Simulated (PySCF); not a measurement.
# C7H8 (2,5-norbornadiene): levels of theory compared

We compute a comparison of 4 runs (B2PLYP/6-31G*, wB97M-V/6-31G*, wB97X/6-31G*, SCS-MP2/6-31G*) of C7H8 (2,5-norbornadiene). Input form: a Python script.

The results are computed with PySCF 2.14.0.

1 further run of the same task is left out (set aside as unsound or not needed).

## 1. The molecule

The species is C7H8 (15 atoms), meant as a singlet with charge 0. SMILES: `C1=CC2C=CC1C2`. The C6–H13 distance was set to 1.633 Å, away from the relaxed value. At this shape a bond of the SMILES string is far longer than usual.

Bond lengths: C1–C2 1.328 Å, C2–C3 1.531 Å, C3–C4 1.531 Å, C4–C5 1.328 Å, C1–C6 1.531 Å, C5–C6 1.531 Å, C3–C7 1.547 Å, C6–C7 1.547 Å, C1–H8 1.081 Å, C2–H9 1.081 Å, C3–H10 1.088 Å, C4–H11 1.081 Å, C5–H12 1.081 Å, C7–H14 1.092 Å, C7–H15 1.092 Å. Some angles: C1–C2–C3 107.1°, C2–C1–C6 107.1°, C2–C3–C4 107.2°, C2–C3–C7 98.3°, C4–C3–C7 98.4°, C3–C4–C5 107.1°, C4–C5–C6 107.1°, C1–C6–C5 107.2°, C1–C6–C7 98.4°, C5–C6–C7 98.3°. A long bond or contact: C6–H13 1.633 Å.

## 2. The energy at B2PLYP/6-31G(d) (spherical functions) (run 1)

run.py reads:

```python
from pyscf import gto, dft, mp

mol = gto.M(
    atom='''
C      0.124229    -1.449254     2.319236
C      2.332468    -2.225874     1.414587
C      2.738136    -0.878651    -1.114169
C      0.692998    -1.829145    -2.927475
C     -1.515128    -1.052147    -2.022844
C     -0.968600     0.425317     0.404604
C      1.531640     1.692265    -0.423588
H     -0.831122    -2.070274     4.015568
H      3.594465    -3.626747     2.202508
H      4.662519    -0.872868    -1.840202
H      1.041275    -3.008958    -4.559235
H     -3.384048    -1.451748    -2.746269
H     -3.237857     2.247791     1.427990
H      1.305534     2.942810    -2.049130
H      2.503092     2.652832     1.122700
''',
    unit='bohr',
    verbose=3,
    basis='6-31g*',
    max_memory=1860,
    charge=0,
    spin=0,
)

mf = dft.RKS(mol, xc='0.53*HF + 0.47*B88, 0.73*LYP')
mf.conv_tol = 1e-10
mf.grids.level = 5
mf.kernel()
if not mf.converged:
    mf = mf.newton().run(mf.mo_coeff, mf.mo_occ)

pt = mp.MP2(mf, frozen=7).run()
e_final = mf.e_tot + 0.27 * pt.e_corr
print('PT2 part  %.8f' % (0.27 * pt.e_corr))
print(f'total energy: {e_final:.8f} hartree')
```

Command:

```sh
$ OMP_NUM_THREADS=1 python run.py
```

Output:

```text
converged SCF energy = -270.775131521291
E(RMP2) = -271.891429240352  E_corr = -1.11629771906094
E(SCS-RMP2) = -271.867483637999  E_corr = -1.09235211670757
PT2 part  -0.30140038
total energy: -271.07653191 hartree
```

It took 37 s on 1 thread of Intel Xeon at 2.70GHz, shared host; peak memory 0.63 GiB.

## 3. A single-point energy at wB97M-V/6-31G(d) (spherical functions) (run 2)

calc.py reads:

```python
from pyscf import gto, dft

system = gto.M(
    atom='''
C    0.065739  -0.766912   1.227287
C    1.234289  -1.177882   0.748567
C    1.448959  -0.464962  -0.589593
C    0.366719  -0.967942  -1.549153
C   -0.801771  -0.556772  -1.070443
C   -0.512561   0.225068   0.214107
C    0.810509   0.895508  -0.224153
H   -0.439811  -1.095542   2.124947
H    1.902109  -1.919192   1.165517
H    2.467299  -0.461902  -0.973793
H    0.551019  -1.592272  -2.412643
H   -1.790761  -0.768232  -1.453263
H   -1.713400   1.189480   0.755660
H    0.690859   1.557268  -1.084353
H    1.324579   1.403818   0.594107
''',
    verbose=4,
    basis='6-31g*',
    max_memory=1860,
)

myscf = dft.RKS(system)
myscf.xc = 'wb97m-v'
myscf.nlcgrids.level = 1
myscf.grids.level = 5
myscf.conv_tol = 1e-10
myscf.kernel()
if not myscf.converged:
    myscf = myscf.newton().run(myscf.mo_coeff, myscf.mo_occ)

e_final = myscf.e_tot
print('Final energy', e_final)
```

Command:

```sh
$ OMP_NUM_THREADS=1 python calc.py
```

Output:

```text
PySCF version 2.14.0

[... 95 lines left out ...]
converged SCF energy = -271.280145814909
Final energy -271.280145814909
```

Wall time 5 min (1 thread of Intel Xeon at 2.70GHz, shared host); peak memory 0.73 GiB.

Run 3 isn't shown in full; the table further down has it.

## 4. The energy at SCS-MP2/6-31G(d) (spherical functions) (run 4)

run.py reads:

```python
from pyscf import gto, scf, mp

mol = gto.M(
    atom='''
C      0.065739    -0.766912     1.227287
C      1.234289    -1.177882     0.748567
C      1.448959    -0.464962    -0.589593
C      0.366719    -0.967942    -1.549153
C     -0.801771    -0.556772    -1.070443
C     -0.512561     0.225068     0.214107
C      0.810509     0.895508    -0.224153
H     -0.439811    -1.095542     2.124947
H      1.902109    -1.919192     1.165517
H      2.467299    -0.461902    -0.973793
H      0.551019    -1.592272    -2.412643
H     -1.790761    -0.768232    -1.453263
H     -1.713400     1.189480     0.755660
H      0.690859     1.557268    -1.084353
H      1.324579     1.403818     0.594107
''',
    max_memory=1860,
    verbose=3,
    basis='6-31g*',
)

mf = scf.RHF(mol)
mf.conv_tol = 1e-10
mf.kernel()
if not mf.converged:
    mf = mf.newton().run(mf.mo_coeff, mf.mo_occ)

pt = mp.MP2(mf, frozen=7).run()
e_final = mf.e_tot + 1.2 * pt.e_corr_os + pt.e_corr_ss / 3
print('E(%s) = %.9f' % ('SCS-MP2', e_final))
```

Command:

```sh
$ OMP_NUM_THREADS=1 python run.py
```

Output:

```text
converged SCF energy = -269.565718355285
E(RMP2) = -270.466575757802  E_corr = -0.900857402517411
E(SCS-RMP2) = -270.447285268865  E_corr = -0.881566913580057
E(SCS-MP2) = -270.447285269
```

Wall time 5.4 s (1 thread of Intel Xeon at 2.70GHz, shared host); peak memory 0.38 GiB.

## 5. The series

```
run                                 level  frozen core orbitals  nlc grid  energy (Eh)  dipole moment (D) of the reference  HOMO energy (eV)  LUMO energy (eV)  wall time
  1   B2PLYP/6-31G* (spherical functions)                     7         –  -271.076532                                0.93             -7.18              1.49       37 s
  2  wB97M-V/6-31G* (spherical functions)                     –         1  -271.280146                                0.81             -8.57              2.18      5 min
  3    wB97X/6-31G* (spherical functions)                     –         –  -271.330076                                0.83             -8.71              2.24       91 s
  4  SCS-MP2/6-31G* (spherical functions)                     7         –  -270.447285                                1.03             -8.72              3.92      5.4 s
```

## 6. What came out

| quantity | value |
| --- | --- |
| run 4: total energy | -270.44729 Eh |
| run 4: dipole moment (Hartree–Fock density) | 1.03 D |
| run 4: HOMO energy (Hartree–Fock orbitals) | -8.72 eV |
| run 4: LUMO energy (Hartree–Fock orbitals) | 3.92 eV |
| run 4: HOMO–LUMO gap (Hartree–Fock orbitals) | 12.64 eV |
| run 4: correlation energy (7 core orbitals frozen) | -881.6 mEh |

Over runs 1, 2, 3 the dipole moment (its size) runs from 0.81 D (wB97M-V/6-31G*) to 0.93 D (B2PLYP/6-31G*). A double hybrid's value is that of its SCF part. Over runs 1, 2, 3 the HOMO–LUMO gap runs from 8.67 eV (B2PLYP/6-31G*) to 10.95 eV (wB97X/6-31G*). Totals of different functionals can't be ranked against each other. All runs together took 7.2 min, the longest 5 min.
